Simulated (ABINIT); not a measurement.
An input for ABINIT 10.8.3 (CaO (Fm-3m)):

```
acell 3*1.0 Angstrom
rprim 
  -0.000000000000 2.403555696000 2.403555696000
  2.403555696000 -0.000000000000 2.403555696000
  2.403555696000 2.403555696000 -0.000000000000
ntypat 2
znucl 20 8
natom 2
typat 1 2
xred 
  0.000000000000 0.000000000000 0.000000000000
  0.500000000000 0.500000000000 0.500000000000
pp_dirpath "pseudos"
pseudos "Ca.upf, O.upf"
ecut 36
ngkpt 4 4 4
nshiftk 1
shiftk 0 0 0
kptopt 1
chksymbreak 0
istwfk *1
occopt 1
irdwfk 1
optdriver 4
nband 28
gwcalctyp 28
ecutsigx 36
symsigma 0
nkptgw 8
kptgw 
  0.0000000000 0.0000000000 0.0000000000
  0.2500000000 0.0000000000 0.0000000000
  0.5000000000 0.0000000000 0.0000000000
  0.2500000000 0.2500000000 0.0000000000
  0.5000000000 0.2500000000 0.0000000000
  -0.2500000000 0.2500000000 0.0000000000
  0.5000000000 0.5000000000 0.0000000000
  -0.2500000000 0.5000000000 0.2500000000
bdgw 
  1 14
  1 14
  1 14
  1 14
  1 14
  1 14
  1 14
  1 14
ecuteps 4
irdscr 1
ppmodel 1
indata_prefix "in"
outdata_prefix "out"
tmpdata_prefix "tmp"
```

```sh
OMP_NUM_THREADS=1 mpirun -n 4 abinit run.abi > log
```

Question: Estimate wall time and host memory on 4 MPI ranks of Arm Neoverse V1, shared host.

It took 27 s; on shared hardware allow 13 s to 53 s. Peak host memory was 0.75 GiB.

[Long decimals in the printed logs are rounded to 6 places.]

[Logs are printed without paths, hosts, clocks, repeated set-up lines and the standing remarks that a program may print on its own settings, such as how far it seeks lower states.]

[Paths, hosts, dates, memory and timing lines, banners, echoed tables and standing remarks are left out of the program output; an Ansatz launch command may be rebuilt from the run's recorded settings. Measured values are a selection of at most five: reports struck by readers or far from the other reports are left out. None is set beside runs whose start may be inverted or whose files or cutoffs have a known fault.]

[Runs of the session that timed out or met a known fault of the program may be left out.]

[Hosts, paths, dates, database ids (printed as entryN), source tags and the programs' standing remarks are cut or masked in the printed files.]

[G0W0 gaps are taken among the corrected bands and points alone; a level outside them can change the order at an edge.]

[Where Ansatz stands beside ABINIT at settings called matched, ABINIT's density can come from a denser mesh and the files from another edition; pairs whose starting gaps differed by over 0.03 eV were left out, so agreement reads better than it is.]
